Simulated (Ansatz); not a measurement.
Results of RPBE in Ansatz (PAW) for zinc-blende ZnTe.

Numerical settings: plane-wave cutoff 520 eV, 10×10×10 k mesh, Fermi–Dirac smearing 0.01 eV, scalar-relativistic PAW data made under PBE.

Properties against volume:

```
V (Å³/atom)  P (GPa)  direct gap at Γ (eV)
-----------  -------  --------------------
28.893          2.71                 1.310
29.508          1.70                 1.214
30.123          0.80                 1.121
30.737          0.00                 1.032
31.352         -0.72                 0.947
31.967         -1.36                 0.866
32.582         -1.93                 0.787
```

A straight line through the gaps at Γ against ln V gives a volume deformation potential dE_g(Γ)/d ln V of -4.4 eV: the gap at Γ widens under compression.

Measured, for comparison: band gap 2.43 eV (zero-point renormalisation of 40 meV (experimental, the table's column) added back here, direct; inputs from Miglio et al. (2020), arXiv:2011.12765).

Spin–orbit coupling is not included; with these elements it can move the gap by several tenths of an eV or more.

Ansatz is a program for electronic structure.
